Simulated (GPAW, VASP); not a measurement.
Given: the input of a run of VASP 6.6.1 on V. 

Contents of INCAR:

```
SYSTEM = V
PREC     = Accurate       ! precision mode
ENCUT    = 520            ! plane-wave cutoff, eV
EDIFF    = 1E-7           ! SCF threshold, eV
ISMEAR   = 0              ! smearing method
SIGMA    = 0.026000000000000002 ! smearing width, eV
LREAL    = .FALSE.        ! projectors in reciprocal space
LASPH    = .TRUE.         ! aspherical terms in the spheres
NELM     = 100            ! most SCF steps
ALGO     = Fast           ! electronic algorithm
ISIF     = 2              ! what is computed and relaxed
LWAVE    = .FALSE.        ! write WAVECAR
LCHARG   = .TRUE.         ! write CHGCAR
ISPIN    = 2              ! spin polarisation
MAGMOM   = 2              ! initial moments
LORBIT   = 11             ! projections on sites
LMAXMIX  = 4              ! l up to which the mixer works
GGA      = PE             ! functional
LELF     = .TRUE.         ! ELF
LVHAR    = .TRUE.
```

Contents of KPOINTS:

```
Automatic mesh
0
G
  12 12 12
  0 0 0
```

File POSCAR:

```
V
1.0
   -1.5143500000      1.5143500000      1.5143500000
    1.5143500000     -1.5143500000      1.5143500000
    1.5143500000      1.5143500000     -1.5143500000
V
1
Direct
    0.0000000000      0.0000000000      0.0000000000
```

Potentials or basis: VASP PAW PBE potentials, release 64 (V_sv).

Launch:

```bash
$ cat potpaw_PBE.64/V_sv/POTCAR > POTCAR
$ mpirun -np 1 vasp_std > vasp.out
```

Set up the same calculation for GPAW 26.7.0 (ASE script). Potentials or basis there: GPAW PAW data sets (gpaw-data 1.2.1), cutoff 600 eV.

As run (cutoffs and basis follow the program's own potentials, and thresholds, step limits or extra output files can differ):

run.py

```python
from ase import Atoms
from ase.dft.bandgap import bandgap
from ase.io import write
from ase.units import GPa
from gpaw import GPAW, PW

atoms = Atoms(['V'],
              cell=[[-1.51435, 1.51435, 1.51435],
                    [1.51435, -1.51435, 1.51435],
                    [1.51435, 1.51435, -1.51435]],
              scaled_positions=[[0.0, 0.0, 0.0]],
              pbc=True)
atoms.set_initial_magnetic_moments([2.0])

calc = GPAW(mode=PW(600),
            xc='PBE',
            kpts={'size': (12, 12, 12), 'gamma': True},
            occupations={'name': 'methfessel-paxton', 'order': 0, 'width': 0.026000000000000002},
            nbands=15,
            convergence={'density': 1e-05, 'energy': 1e-05},
            maxiter=150,
            txt='gpaw.txt')
atoms.calc = calc
energy = atoms.get_potential_energy()
forces = atoms.get_forces()
stress = atoms.get_stress()
calc.write('gs.gpw')
write('result.traj', atoms)
print(f'Energy: {energy:.6f} eV')
print('Forces (eV/A):')
print(forces.round(4))
print('Stress (GPa):', (stress / GPa).round(3))
print('Moments:', calc.get_magnetic_moments().round(3))
print('Fermi level:', round(calc.get_fermi_level(), 4), 'eV')
print(f'Gap: {bandgap(calc)[0]:.4f} eV, direct: {bandgap(calc, direct=True)[0]:.4f} eV')
```

Potentials or basis: GPAW PAW data sets (gpaw-data 1.2.1), pw.

Launch:

```sh
$ OMP_NUM_THREADS=1 python run.py
```

Both were run:

|  | VASP | GPAW |
| --- | --- | --- |
| Pressure | -5.1 GPa | -4.2 GPa |
| Net moment | 0.13 μB per cell | 0.11 μB per cell |

The magnetic state is the one that the start led to; the real crystal's order can differ.

Pressure is positive in compression.
